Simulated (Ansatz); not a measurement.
# Rh: how the settings move a single-point run

Question: which choices in the input matter for Rh?

Program: Ansatz 0.2.0. Level of theory: reference: DFT, LDA, all-electron LAPW, scalar-relativistic. These are calculated values, not measurements.

### 1 The starting structure

Symmetry: Fm-3m, No. 225, cubic system. The conventional cell has a = 3.806 Å, b = 3.806 Å, c = 3.806 Å, α = 90.00°, β = 90.00°, γ = 90.00°. Rh (site symmetry m-3m) has 12 Rh at 2.69 Å as nearest neighbours.

Structure file:

```cif
data_structure
_symmetry_space_group_name_H-M 'P 1'
_symmetry_Int_Tables_number 1
_cell_length_a 2.6912
_cell_length_b 2.6912
_cell_length_c 2.6912
_cell_angle_alpha 60.000
_cell_angle_beta 60.000
_cell_angle_gamma 60.000
_cell_volume 13.78
loop_
_atom_site_label
_atom_site_type_symbol
_atom_site_fract_x
_atom_site_fract_y
_atom_site_fract_z
_atom_site_occupancy
Rh1 Rh 0.00000 0.00000 0.00000 1
```

### 2 Reference

File input.yaml:

```yaml
crystal:
  lattice:
    - [0.0, 1.9029860865, 1.9029860865]
    - [1.9029860865, 0.0, 1.9029860865]
    - [1.9029860865, 1.9029860865, 0.0]
  atoms:
    - { symbol: Rh, position: [0.0, 0.0, 0.0] }
kpoints:
  mp_grid: { grid: [9, 9, 9] }
scf:
  occupations: { method: fermi_dirac, width: 0.05 }
hamiltonian:
  xc: lda
  pseudopotentials: { kind: all_electron, lapw: { basis_error: 0.0005 } }
output:
  forces: true
  stress: true
  eigenvalues: true
```

Run with:

```
> ansatz run input.yaml --threads 1 --pin off --max-ram 2048MiB --backend cpu --events-out ev --progress --plain --runs-dir out
```

### 3 Variant: xc_grid 3

Edit input.yaml of step 2 so:

```diff
@@ -18 +18,3 @@
   eigenvalues: true
+basis:
+  xc_grid: 3
```

What does the calculation give? Wanted: for each run, ending; energy change; pressure; gap; force.

**Answer**, as computed:

```
         run     ending  energy change  pressure (GPa)  gap (eV)  force (eV/Å)  cycles  time
   reference  converged              0           -11.8      0.00          0.00       6   2 s
1: xc_grid 3  converged   0.0 meV/atom           -11.8      0.00          0.00       6   2 s
```

Residual by cycle in the longest SCF loop of each run; runs are numbered as in the table. The quantity is the density residual dr2, in eV.

```
cycle  reference    run 1
    1      0.101    0.101
    2    0.00301  0.00301
    3     8.5e-4   8.5e-4
    4     1.6e-5   1.6e-5
    5     1.6e-7   1.6e-7
    6     3.4e-9   3.4e-9
```

What this shows: The changed input (numerical grids) leaves the energy the same to the digits printed.
